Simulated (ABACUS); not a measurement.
The system is MoSe2.

```
CELL_PARAMETERS angstrom
3.28800 0.00000 0.00000
-1.64400 2.84749 0.00000
0.00000 0.00000 12.90000
ATOMIC_POSITIONS crystal
Mo 0.66667 0.33333 0.75000
Mo 0.33333 0.66667 0.25000
Se 0.66667 0.33333 0.37500
Se 0.33333 0.66667 0.62500
Se 0.33333 0.66667 0.87500
Se 0.66667 0.33333 0.12500
```

Base run:

* Program: ABACUS 3.10.1
* Functional: PW91
* Potentials or basis: PseudoDojo NC SR 0.4.1 PBE standard
* Cutoff: 1361 eV
* Density cutoff: 5442 eV
* Basis: DZP LCAO (the cutoffs set its grid)
* k mesh: 9 × 9 × 2
* Occupations: fermi-dirac, width 0.05 eV
* Spin: no spin polarisation

Its results: band gap on the k mesh 0.85 eV, indirect (least direct gap 1.37 eV); pressure 10.5 GPa; largest force 1.461 eV/Å.

Question: After a change of settings the same cell gave: band gap on the k mesh 0.84 eV, indirect (least direct gap 1.38 eV); pressure 2.6 GPa; largest force 0.901 eV/Å. Which change was it?
A. functional from PW91 to PBEsol
B. functional from PW91 to LDA
C. functional from PW91 to RPBE

Answer: B.

LDA binds more tightly than PW91, so the same cell stands under less pressure.

Caveats: the atomic orbitals were generated for these runs and aren't a published set; the potentials were made for another functional, which shifts forces and pressure; an odd mesh through Γ misses points on the zone boundary, where band edges often lie; the cell's inner coordinates are idealised or old, which leaves forces on the atoms; the basis of atomic orbitals isn't converged, which shifts pressures, moduli and gaps; this functional lacks dispersion, which binds the layers, so the pressure and a relaxed spacing across them are unreliable (some runs).

Runs at the PBE level aren't shown here.
